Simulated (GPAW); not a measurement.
Sn, 1 atom in the cell. The structure is cubic, space group Im-3m (No. 229). The conventional cell has a = 3.789 Å, b = 3.789 Å, c = 3.789 Å, α = 90.00°, β = 90.00°, γ = 90.00°. Sn (site symmetry m-3m) is surrounded by 8 Sn at 3.28 Å. This isn't the form of Sn at room conditions, which is tetragonal (white tin).

```yaml
Program: GPAW 26.7.0
Task: relaxation of cell and atoms
Functional: PBEsol
Potentials_or_basis: PAW data sets generated in the run's folder for this functional
Cutoff: 600 eV
Basis: pw
k_mesh: 10 × 10 × 10
Occupations: fermi-dirac, width 0.05 eV
Spin: no spin polarisation
Target_pressure: 30 GPa
Maxiter: 150
Optimizer: BFGS
Fmax: 0.02 eV/Å
Max_steps: 60
Target_pressure: 30 GPa
Convergence: density=1e-05 forces=0.0001
```

Potentials or basis: PAW data sets generated in the run's folder for this functional, pw.

Command:

```console
$ gpaw-setup -f PBEsol Sn
$ OMP_NUM_THREADS=1 python run.py
```

Hardware: 1 thread of Arm Neoverse V2 (shared host).

Question: Estimate the wall time of this run.

Answer: Wall time 37 s on 1 thread of Arm Neoverse V2 (shared host), peak memory 0.17 GiB. Counts: scf iterations 44, plane waves 935, bands 14, k points 47, ion steps 5.
